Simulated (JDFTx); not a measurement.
A run of JDFTx 1.7.0 (patched build):

File CaF2.in:

```
lattice \
    0.0000000000     2.7310000000     2.7310000000 \
    2.7310000000     0.0000000000     2.7310000000 \
    2.7310000000     2.7310000000     0.0000000000
latt-scale 1.889726124626 1.889726124626 1.889726124626
coords-type Lattice
ion Ca     0.0000000000     0.0000000000     0.0000000000 1
ion F      0.7500000000     0.7500000000     0.7500000000 1
ion F      0.2500000000     0.2500000000     0.2500000000 1

ion-species pseudo/Ca.upf
ion-species pseudo/F.upf
elec-cutoff 42 336
elec-ex-corr lda-PW
kpoint-folding 8 8 8
elec-smearing Fermi 0.0018374661
elec-n-bands 18
electronic-SCF nIterations 100 energyDiffThreshold 1e-09
electronic-minimize nIterations 30 energyDiffThreshold 1e-7
converge-empty-states yes
forces-output-coords Cartesian

dump-name run.$VAR
dump End Ecomponents EigStats BandEigs Kpoints Forces Stress ElecDensity
```

Potentials or basis: PseudoDojo-SR-LDA-0.4.1-standard with smoothed tails.

Launch:

```bash
$ jdftx -c 1 -i CaF2.in -o CaF2.out
```

Hardware: 1 thread of AMD EPYC 7R43 64-Core Processor (Zen 3), with other jobs on the host.

Question: Estimate the wall time of this run.

Answer: Wall time 120 s on 1 thread of AMD EPYC 7R43 64-Core Processor (Zen 3) (shared host), peak memory 0.16 GiB. Counts: scf iterations 16, bands 18, k points 29, plane waves 3575.
